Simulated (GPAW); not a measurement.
# CoSi (P2_13) in GPAW: further runs

The runs below take CoSi through single point, with PBE.

Program: GPAW 26.7.0. These are calculated values, not measurements. Logs are shortened: lines on timing, memory, paths and dates and some standing lists are left out, and cuts for length are marked. The log counts tension as positive stress, the text compression.

## 1. The structure

The structure is cubic, space group P2_13 (No. 198). Conventional cell: a = 4.438 Å, b = 4.438 Å, c = 4.438 Å, α = 90.00°, β = 90.00°, γ = 90.00°. Co (site symmetry 3) is surrounded by 7 Si at 2.28 to 2.47 Å. Si (site symmetry 3) is surrounded by 7 Co at 2.28 to 2.47 Å.

## 2. Single point, PBE

run.py reads:

```python
from ase import Atoms
from ase.dft.bandgap import bandgap
from ase.io import write
from ase.units import Bohr, GPa
from gpaw import GPAW, PW
from gpaw.elf import elf_from_dft_calculation

atoms = Atoms(['Co', 'Co', 'Co', 'Co', 'Si', 'Si', 'Si', 'Si'],
              cell=[[4.438, 0.0, 0.0],
                    [0.0, 4.438, 0.0],
                    [0.0, 0.0, 4.438]],
              scaled_positions=[[0.86, 0.64, 0.36],
                                [0.64, 0.36, 0.86],
                                [0.36, 0.86, 0.64],
                                [0.14, 0.14, 0.14],
                                [0.157, 0.343, 0.657],
                                [0.343, 0.657, 0.157],
                                [0.657, 0.157, 0.343],
                                [0.843, 0.843, 0.843]],
              pbc=True)

calc = GPAW(mode=PW(600),
            xc='PBE',
            kpts={'size': (6, 6, 6), 'gamma': True},
            occupations={'name': 'fermi-dirac', 'width': 0.05},
            nbands=51,
            convergence={'density': 1e-05, 'energy': 1e-05},
            maxiter=150,
            txt='gpaw.txt')
atoms.calc = calc
energy = atoms.get_potential_energy()
forces = atoms.get_forces()
stress = atoms.get_stress()
calc.write('gs.gpw')
write('result.traj', atoms)
print(f'Energy: {energy:.6f} eV')
print('Forces (eV/A):')
print(forces.round(4))
print('Stress (GPa):', (stress / GPa).round(3))
print('Fermi level:', round(calc.get_fermi_level(), 4), 'eV')
print(f'Gap: {bandgap(calc)[0]:.4f} eV, direct: {bandgap(calc, direct=True)[0]:.4f} eV')

# fields on the real-space grid
write('density.cube', atoms, data=calc.get_pseudo_density() * Bohr**3)
write('potential.cube', atoms, data=calc.get_electrostatic_potential())
write('elf.cube', atoms, data=elf_from_dft_calculation(calc).data)
```

Potentials or basis: GPAW PAW data sets (gpaw-data 1.2.1), pw.

Run with:

```console
> OMP_NUM_THREADS=1 python run.py
```

gpaw.txt:

```text
__  _  _
 | _ |_)|_||  |
 |__||  | ||/\| - 26.7.0

Input parameters:
  mode=PW(ecut=600.0),
  convergence={'density': 1e-05, 'energy': 1e-05},
  kpts=MonkhorstPack(size=(6, 6, 6), gamma=True),
  maxiter=150,
  nbands=51,
  occupations=Occupations(name='fermi-dirac', width=0.05),
  xc=XC(name='PBE')

Diagonalizing LCAO Hamiltonian
Converting LCAO to pw mode
    .----------.
   /|        Si|
  / |   Co     |
 *  |    Co    |
 |  Si      Co |
 |  .--Si------.
 | /     Si   /
 |/Co        /
 *----------*

Atoms  # Å, Bohr magnetons
|   | symbol |        x |        y |        z |    initial magnetic moments |
|---|--------|----------|----------|----------|-----------------------------|
| 0 |     Co | 3.816680 | 2.840320 | 1.597680 | ( 0.0000,  0.0000,  0.0000) |
| 1 |     Co | 2.840320 | 1.597680 | 3.816680 | ( 0.0000,  0.0000,  0.0000) |
| 2 |     Co | 1.597680 | 3.816680 | 2.840320 | ( 0.0000,  0.0000,  0.0000) |
| 3 |     Co | 0.621320 | 0.621320 | 0.621320 | ( 0.0000,  0.0000,  0.0000) |
| 4 |     Si | 0.696766 | 1.522234 | 2.915766 | ( 0.0000,  0.0000,  0.0000) |
| 5 |     Si | 1.522234 | 2.915766 | 0.696766 | ( 0.0000,  0.0000,  0.0000) |
| 6 |     Si | 2.915766 | 0.696766 | 1.522234 | ( 0.0000,  0.0000,  0.0000) |
| 7 |     Si | 3.741234 | 3.741234 | 3.741234 | ( 0.0000,  0.0000,  0.0000) |

Unit cell  # Å
| periodic |        x |        y |        z |  lengths |    angles |
|----------|----------|----------|----------|----------|-----------|
|      yes | 4.438000 | 0.000000 | 0.000000 | 4.438000 | 90.000000 |
|      yes | 0.000000 | 4.438000 | 0.000000 | 4.438000 | 90.000000 |
|      yes | 0.000000 | 0.000000 | 4.438000 | 4.438000 | 90.000000 |

Number of symmetries: 3
Symmetry operations  # r_c * U_cc + t_c -> r_c
|   | kind |            matrix            |
|---|------|------------------------------|
| 0 |  E   |  1, 0, 0,  0, 1, 0,  0, 0, 1 |
| 1 |  C3  |  0, 1, 0,  0, 0, 1,  1, 0, 0 |
| 2 |  C3  |  0, 0, 1,  1, 0, 0,  0, 1, 0 |

BZ-sampling:
  Number of BZ points: 216
  Number of IBZ points: 40

  Monkhorst-Pack size: [6, 6, 6]
  Monkhorst-Pack shift: [0.08333333333333333, 0.08333333333333333, 0.08333333333333333]

K-points  # in reciprocal-cell coordinates
|     |                                coordinates |     weight |
|-----|--------------------------------------------|------------|
|   0 | (  0.00000000,   0.00000000,   0.00000000) | 0.00462963 |
|   1 | (  0.16666667,   0.00000000,  -0.16666667) | 0.02777778 |
|   2 | (  0.16666667,   0.00000000,   0.00000000) | 0.02777778 |
|   3 | (  0.16666667,   0.16666667,  -0.16666667) | 0.02777778 |
|   4 | (  0.16666667,   0.16666667,   0.00000000) | 0.02777778 |
|   5 | (  0.16666667,   0.16666667,   0.16666667) | 0.00925926 |
|   6 | (  0.33333333,  -0.16666667,  -0.33333333) | 0.02777778 |
|   7 | (  0.33333333,  -0.16666667,  -0.16666667) | 0.02777778 |
|   8 | (  0.33333333,  -0.16666667,   0.00000000) | 0.02777778 |
|   9 | (  0.33333333,  -0.16666667,   0.16666667) | 0.02777778 |
| ... |                                            |            |
|  39 | (  0.50000000,   0.50000000,   0.50000000) | 0.00462963 |

Plane wave coefficients: 2968
Cutoff: 600.0 eV

Spin-components: 1 (collinear spins)
Bands:           51
Projectors:      44
Spin-degeneracy: 2
Datatype:        complex128

Parallelization:
  kpt:    1
  domain: 1
  band:   1

Density:
  Valence electrons: 52.0
  Components: 1
  Grid points: [27 27 27]
  Charge: 0.0  # |e|

Potential:
  Grid points: [27 27 27]

species:
  Co:
    name:    Cobalt
    Z:       27.0
    valence: 9
    core:    18
    charge:  0.0  # [|e|]
    compensation charges:
      type: gauss
      rc: 0.32  # [Å]
      lmax: 2
    cutoffs:
      filter: 1.87  # [Å]
      core: 2.55  # [Å]
    projectors
    | kind |    occ | energy [eV] | rcut [Å] |
    |------|--------|-------------|----------|
    |   4s |  2.000 |      -5.469 |    1.005 |
    |   4p |  0.000 |      -1.277 |    1.058 |
    |   3d |  7.000 |      -8.205 |    1.005 |
    |    s |        |      21.742 |    1.005 |
    |    p |        |      25.934 |    1.058 |
    |    d |        |      19.007 |    1.005 |

    Using partial waves for Co as LCAO basis

  Si:
    name:    Silicon
    Z:       14.0
    valence: 4
    core:    10
    charge:  0.0  # [|e|]
    compensation charges:
      type: gauss
      rc: 0.33  # [Å]
      lmax: 2
    cutoffs:
      filter: 1.86  # [Å]
      core: 2.06  # [Å]
    projectors
    | kind |    occ | energy [eV] | rcut [Å] |
    |------|--------|-------------|----------|
    |   3s |  2.000 |     -10.812 |    1.058 |
    |   3p |  2.000 |      -4.081 |    1.058 |
    |    s |        |      16.399 |    1.058 |
    |    p |        |      23.130 |    1.058 |
    |    d |        |       0.000 |    1.058 |

    Using partial waves for Si as LCAO basis

Reference energy: -183156.216624  # eV

eigensolver:
  PPCG
  Converge bands: occupied
  niter=2

density mixing:
  MSR1-Mixer
  Pratt-step length: 0.05
  Maximum mixing coefficient: 0.75
  Old densities: 10
  SVD Regularization: 0.005
  Good broyden scale: 1.0
  Trust region scale: 1.0
  Backstep threshold: 4.0
  History deletion threshold: 6.0
  Fourier metric: weight=20.0, sigma=0.015

occupation numbers:
  Fermi-Dirac:
    width: 0.0500  # eV

poisson solver:
  ecut: 4800.0  # eV

xc functional:
  name: PBE with 2 nearest neighbor stencil

convergence criteria:
- Maximum integral of absolute [dens]ity change: 1e-05 electrons / valence electron
- Maximum [total energy] change in last 3 cyles: 1e-05 eV / valence electron
- Maximum integral of absolute [eigenst]ate change: 4e-08 eV^2 / valence electron
maximum number of iterations: 150

SCF iterations
|iter     | |      energy | eigst |  dens |
|---------|-|-------------|-------|-------|
|iter:   1| |  -59.866616 | +0.69 |       |
|iter:   2| |  -59.964627 | -1.18 | -1.04 |
|iter:   3| |  -59.617620 | -2.13 | -1.20 |
|iter:   4| |  -59.428320 | -2.13 | -1.34 |
|iter:   5| |  -59.408891 | -2.58 | -1.49 |
|iter:   6| |  -59.398343 | -2.88 | -1.74 |
|iter:   7| |  -59.420791 | -3.36 | -2.18 |
|iter:   8| |  -59.409926 | -3.87 | -2.24 |
|iter:   9| |  -59.408457 | -4.01 | -2.38 |
|iter:  10| |  -59.408280 | -4.96 | -2.92 |
|iter:  11| |  -59.408290c| -6.08 | -3.47 |
|iter:  12| |  -59.408290c| -7.01 | -4.37 |
|iter:  13| |  -59.408290c| -7.57c| -4.72 |
|iter:  14| |  -59.408290c| -7.99c| -5.33c|

Converged in 14 steps
Energy contributions relative to reference atoms: (reference = -183156.216624)

Energy contributions:
  Kinetic:          68.529145
  Coulomb:         -50.276380
  Zero:             -0.242845
  External:          0.000000
  Xc:              -77.411036
  Entropy:          -0.014349
  Spinorbit:         0.000000
  ----------------------------
  Free energy:     -59.415465
  Extrapolated:    -59.408290

dipole moment: (-0.000016, -0.000016, -0.000016)  # |e|*Ang

Fermi level: 11.831
Eigenvalues  # (at kpt = [0.000, 0.000, 0.000])
| band index |      eig [eV] | occ [0-2] |
|------------|---------------|-----------|
|          0 |        -1.929 |     2.000 |
|        ... |               |           |
|         19 |        10.885 |     2.000 |
|         20 |        10.885 |     2.000 |
|         21 |        10.885 |     2.000 |
|         22 |        11.024 |     2.000 |
|         23 |        11.024 |     2.000 |
|         24 |        11.784 |     1.440 |
[... 8 lines left out ...]
|         33 |        15.321 |     0.000 |
|         34 |        15.321 |     0.000 |
|        ... |               |           |
|         50 |        28.889 |     0.000 |

No gap
No difference between direct/indirect transitions

Forces  # eV/Ang
|        x |        y |        z |
|----------|----------|----------|
| -0.17675 |  0.17667 | -0.17670 |  # Co   0
|  0.17667 | -0.17670 | -0.17675 |  # Co   1
| -0.17670 | -0.17675 |  0.17667 |  # Co   2
|  0.17679 |  0.17679 |  0.17679 |  # Co   3
|  0.01763 | -0.01758 |  0.01757 |  # Si   4
| -0.01758 |  0.01757 |  0.01763 |  # Si   5
|  0.01757 |  0.01763 | -0.01758 |  # Si   6
| -0.01760 | -0.01760 | -0.01760 |  # Si   7

Stress tensor  # eV/Ang^3
|         x |         y |         z |
|-----------|-----------|-----------|
| -0.005126 | -0.000000 | -0.000000 |
| -0.000000 | -0.005126 | -0.000000 |
| -0.000000 | -0.000000 | -0.005126 |

# Writing to gs.gpw (mode='')
```

Wall time 3.1 min (1 thread of Arm Neoverse V1, shared host); peak memory 0.29 GiB.

What came out:

- Free energy: -59.4155 eV
- Pressure: 0.8 GPa
- Largest force: 0.306 eV/Å
- Band gap on the k mesh: none (metal or under the smearing width)

Forces on the atoms (eV/Å):
```
Co  -0.177  0.177 -0.177
Co   0.177 -0.177 -0.177
Co  -0.177 -0.177  0.177
Co   0.177  0.177  0.177
Si   0.018 -0.018  0.018
Si  -0.018  0.018  0.018
Si   0.018  0.018 -0.018
Si  -0.018 -0.018 -0.018
```

Spin polarisation is off, so any magnetic state and its effect on volume and gap are missing.

## 3. Single point, PBE, collinear spin, ferromagnetic start

run.py, as its differences from that of step 2:

```diff
@@ -3,5 +3,4 @@
 from ase.io import write
-from ase.units import Bohr, GPa
+from ase.units import GPa
 from gpaw import GPAW, PW
-from gpaw.elf import elf_from_dft_calculation
 
@@ -20,2 +19,3 @@
               pbc=True)
+atoms.set_initial_magnetic_moments([2.0, 2.0, 2.0, 2.0, 0.0, 0.0, 0.0, 0.0])
 
@@ -39,8 +39,4 @@
 print('Stress (GPa):', (stress / GPa).round(3))
+print('Moments:', calc.get_magnetic_moments().round(3))
 print('Fermi level:', round(calc.get_fermi_level(), 4), 'eV')
 print(f'Gap: {bandgap(calc)[0]:.4f} eV, direct: {bandgap(calc, direct=True)[0]:.4f} eV')
-
-# fields on the real-space grid
-write('density.cube', atoms, data=calc.get_pseudo_density() * Bohr**3)
-write('potential.cube', atoms, data=calc.get_electrostatic_potential())
-write('elf.cube', atoms, data=elf_from_dft_calculation(calc).data)
```

Potentials or basis: GPAW PAW data sets (gpaw-data 1.2.1), pw.

Run with:

```console
> OMP_NUM_THREADS=1 python run.py
```

It took 6.7 min on 1 thread of Arm Neoverse V1, shared host; peak memory 0.4 GiB.

It converged, with:

```
Free energy            : -59.4155 eV
Pressure               : 0.8 GPa
Largest force          : 0.306 eV/Å
Band gap on the k mesh : none (metal or under the smearing width)
Net moment             : 0.00 μB per cell
```

Forces in eV/Å, atoms in the order of the input:
```
Co  -0.177  0.177 -0.177
Co   0.177 -0.177 -0.177
Co  -0.177 -0.177  0.177
Co   0.177  0.177  0.177
Si   0.018 -0.018  0.018
Si  -0.018  0.018  0.018
Si   0.018  0.018 -0.018
Si  -0.018 -0.018 -0.018
```

Levels at points of the mesh, in eV from the Fermi level:
Spin up:
| k point | band 22 | band 23 | band 24 | band 25 | band 26 | band 27 | band 28 | band 29 | band 30 | band 31 |
| --- | --- | --- | --- | --- | --- | --- | --- | --- | --- | --- |
| (0.00, 0.00, 0.00) | -0.95 | -0.81 | -0.81 | -0.05 | -0.05 | -0.05 | 2.43 | 2.43 | 2.43 | 2.88 |
| (0.50, 0.00, 0.00) | -1.08 | -0.71 | -0.71 | -0.51 | -0.51 | 0.95 | 0.95 | 1.42 | 1.42 | 4.25 |
| (0.50, 0.50, 0.00) | -1.56 | -1.05 | -1.05 | -0.07 | -0.07 | 0.53 | 0.53 | 1.95 | 1.95 | 2.44 |
| (0.50, 0.50, 0.50) | -1.26 | -1.26 | -1.26 | -0.25 | -0.25 | -0.25 | -0.25 | 5.27 | 5.27 | 5.27 |
Spin down:
| k point | band 24 | band 25 | band 26 | band 27 | band 28 | band 29 |
| --- | --- | --- | --- | --- | --- | --- |
| (0.00, 0.00, 0.00) | -0.81 | -0.05 | -0.05 | -0.05 | 2.43 | 2.43 |
| (0.50, 0.00, 0.00) | -0.71 | -0.51 | -0.51 | 0.95 | 0.95 | 1.42 |
| (0.50, 0.50, 0.00) | -1.05 | -0.07 | -0.07 | 0.53 | 0.53 | 1.95 |
| (0.50, 0.50, 0.50) | -1.26 | -0.25 | -0.25 | -0.25 | -0.25 | 5.27 |

Caveat: the starting moments collapsed, and a magnetic state may lie lower.
